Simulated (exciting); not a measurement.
PbS (Galena):

```
CELL_PARAMETERS angstrom
0.00000 2.96575 2.96575
2.96575 0.00000 2.96575
2.96575 2.96575 0.00000
ATOMIC_POSITIONS crystal
Pb 0.00000 0.00000 0.00000
S 0.50000 0.50000 0.50000
```

Base run:

| Property | Result |
| --- | --- |
| Program | exciting (release sodium) |
| Functional | PBE |
| Potentials or basis | all-electron LAPW+lo, shipped species files, valence relativity iora* |
| rgkmax | 7.5 |
| k mesh | 8 × 8 × 8 |
| Occupations | fermi-dirac, width 0.05 eV |
| Spin | no spin polarisation |

Its results: band gap on the k mesh 0.36 eV, direct.

Q: The run is repeated on the same cell with these changes: functional from PBE to LDA. What comes out?

A: Band gap on the k mesh 0.23 eV, direct.

Caveats: spin-orbit coupling is left out, which as a rule narrows the gap of such compounds by several tenths of an eV; the tetrahedron DOS on this energy grid can lose part of the weight of narrow d or f bands (some runs).
